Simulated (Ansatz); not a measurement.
# Si (Fd-3m) in Ansatz: single point with PBE

Aim: the single point of Si with PBE.

Program: Ansatz 0.2.0. These are calculated values, not measurements. Logs are shortened: lines on timing, memory, paths and dates and some standing lists are left out, and cuts for length are marked.

### Step 1. Starting point

It takes space group Fd-3m (No. 227, cubic). Conventional cell: a = 5.444 Å, b = 5.444 Å, c = 5.444 Å, α = 90.00°, β = 90.00°, γ = 90.00°. Si (site symmetry -43m) has 4 Si at 2.36 Å as nearest neighbours.

### Step 2. Single point, PBE

The input, input.yaml:

```yaml
crystal:
  lattice:
    - [0.0, 2.7218511865, 2.7218511865]
    - [2.7218511865, 0.0, 2.7218511865]
    - [2.7218511865, 2.7218511865, 0.0]
  atoms:
    - { symbol: Si, position: [0.5, 0.5, 0.5] }
    - { symbol: Si, position: [0.75, 0.75, 0.75] }
hamiltonian:
  xc: pbe
  pseudopotentials: { kind: paw }
kpoints:
  mp_grid: { grid: [8, 8, 8] }
scf:
  occupations: { method: fermi_dirac, width: 0.05 }
basis:
  ecutwfc: "500 eV"
output:
  forces: true
  stress: true
  eigenvalues: true
```

Potentials or basis: Ansatz PAW.

Launch:

```sh
$ ansatz run input.yaml --threads 2 --pin off --max-ram 5120MiB --backend cpu --events-out ev --progress --plain --runs-dir out
```

Output:

```text
Warning: RAYON_NUM_THREADS=2 ignored (pool sized by the plan → 2); use --threads N
Engine: ansatz 0.2.0, aarch64-unknown-linux-gnu
Pseudopotentials: kind: paw
Pseudopotential: Si, paw, valence charge 4, recommended cutoff 420 eV (normal), Si.paw.azcp
Functional definition: PBE
  parameter kappa = 0.804
  parameter beta = 0.06672455060314922
  exchange = pbe_x(kappa = kappa, mu = beta*pi^2/3)
  correlation = pbe_c(beta = beta)
Crystal: 2 atoms, lattice volume = 40.330 Å³
Basis set: ecut = 500 eV, 965 PW (Γ), exchange–correlation on 60×60×60 points (8 copies of the dense FFT grid, shifted against one another)
Bands: 8, of which v1, the nominal top of the filled ones, is band 4 counted from 1 (3 counted from 0)
Symmetry: 48 space group operations
Space group: Fd-3m (ITA 227), of the structure as read, at distance tolerance 3.4e-5 Å
k-points: 29 of 512
Non-local potential: Si, projectors of the file, l = 0: 2, l = 1: 2, l = 2: 2
PAW form: soft (Blöchl's): semilocal exchange-correlation on the pseudo side does not see the compensation charge
PAW one-centre angular grid: Si, 110 points (default); XC on 64 Gauss nodes
Initial density: superposition of atomic densities (neutral atoms: chi_scale 0, normalization atom), corrected by the library's trained network
Initial wavefunctions: pseudopotential atomic-orbital guess
Functional: x = pbe(κ = 0.804, μ = 0.2195149727645171), c = pbe(β = 0.06672455060314922)
SCF iter   1: F=—  HF=-1271.613930 eV  |F-HF|=—  |Δ(HF+E_count)|=         —  Δρ=1.14e-3  dr2=2.91e-4  ethr=1.77e-3  ⟨swp⟩=5.9  Hψ=2033  notcnv=0
preconditioner: auto → none  [insulator: Δε(μ)=0.625 eV  Ē_g=9.447 eV  σ=0.050 eV  W_gap=1.00  n_scr=8 (ndim 8)  ℏωp=16.5 eV  f_vac=0.000  D(μ)=0.00/eV (n_scr^D=0)  ε∞_Penn≈4.1]
SCF iter   2: F=—  HF=-1271.614318 eV  |F-HF|=—  |Δ(HF+E_count)|=   3.88e-4  Δρ=4.74e-4  dr2=4.68e-5  ethr=3.64e-6  ⟨swp⟩=2.2  Hψ=577  notcnv=0
SCF iter   3: F=—  HF=-1271.614363 eV  |F-HF|=—  |Δ(HF+E_count)|=   4.53e-5  Δρ=9.34e-5  dr2=2.22e-6  ethr=5.85e-7  ⟨swp⟩=2.0  Hψ=348  notcnv=0
SCF iter   4: F=—  HF=-1271.614364 eV  |F-HF|=—  |Δ(HF+E_count)|=   1.35e-6  Δρ=2.01e-5  dr2=1.22e-7  ethr=2.78e-8  ⟨swp⟩=2.0  Hψ=348  notcnv=0
iter 5 did not close the SCF: its close was put off for the readings that it lacked (scf_convergence_deferred on its scf_iter line)
SCF iter   5: F=-1271.614364 eV  HF=-1271.614364 eV  |F-HF|=8.12e-10  |Δ(HF+E_count)|=   2.74e-8  Δρ=2.55e-6  dr2=1.21e-9  ethr=1.52e-9  ⟨swp⟩=2.0  Hψ=348  notcnv=0
SCF iter   6: F=-1271.614364 eV  HF=-1271.614364 eV  |F-HF|=3.64e-12  |Δ(HF+E_count)|=  6.82e-10  Δρ=3.31e-7  dr2=2.77e-11  ethr=1.51e-11  ⟨swp⟩=1.1  Hψ=719  notcnv=0
SCF 1 converged in 6 iterations: F = -1271.614364 eV  dr2 = 2.77e-11
SCF converged after 6 iterations
Free energy (F): -1271.614364 eV
Harris-Foulkes:  -1271.614364 eV  (|F-HF|=3.64e-12)
Internal energy: -1271.614338 eV  (E = F + TS)
E sigma→0 (E₀):  -1271.614351 eV
Entropy (-TS):   -0.000026 eV (-0.013 meV/atom)
Fermi energy:    6.448021 eV
--- Per-component energies (eV) ---
  E_band       = 8.903217
  E_kinetic    = 80.631146
  E_local      = -55.276848  (includes V_loc(G=0)·N_el)
  E_nonlocal   = 51.928446
  E_hartree    = 15.011991
  E_xc         = -110.333333
  E_vxc        = -93.430633  (∫ρ·V_xc dr)
  E_paw        = -1025.589789  (= ΣΔE_a)
  E_vpaw       = -4.972908  (= ΣTr[D̂ρ^β])
  E_aug_tail   = 0.000009  (compensation charges beyond the density's cutoff)
  E_ewald      = -227.985960
  E_smearing   = -0.000026  (= −TS)
  E_closure    = 0.000000  (closes the sum)
  Σ components = -1271.614364   (vs F -1271.614364, Δ=0.00e0)
--- Forces (eV/Å), atoms counted from 1 ---
  atom   1  Si    -0.00000000    -0.00000000     0.00000000
  atom   2  Si    -0.00000000     0.00000000     0.00000000
  max |Σ_I F_I| component: 1.85e-17 eV/Å
--- Stress (GPa, compression-positive) ---
        1.341235       0.000000       0.000000
        0.000000       1.341235       0.000000
       -0.000000      -0.000000       1.341235
  P = ⅓ Tr σ = 1.3412 GPa (13.412 kbar)
--- Band table (eV; the first three rows and the last of 29) ---
  k-point 0: bands = ["-5.7567", "6.1557", "6.1557", "6.1557", "8.7131", "8.7131", "8.7131", "9.4376"]
  k-point 1: bands = ["-5.5538", "4.5593", "5.8687", "5.8687", "8.6346", "9.1346", "9.1346", "10.8018"]
  k-point 2: bands = ["-4.9620", "2.2421", "5.4006", "5.4006", "8.1576", "9.6529", "9.6529", "13.0138"]
  k-point 28: bands = ["-1.4777", "-1.4777", "2.3346", "2.3346", "10.4236", "10.4236", "11.1304", "11.1304"]
```

Wall time 0.56 s (2 threads of Arm Neoverse V1, shared host); peak memory 0.28 GiB.

What came out:

```
Free energy            : -1271.6144 eV
Pressure               : 1.3 GPa
Band gap on the k mesh : 0.63 eV, indirect (least direct gap 2.56 eV)
```

A k mesh can miss the band edges.
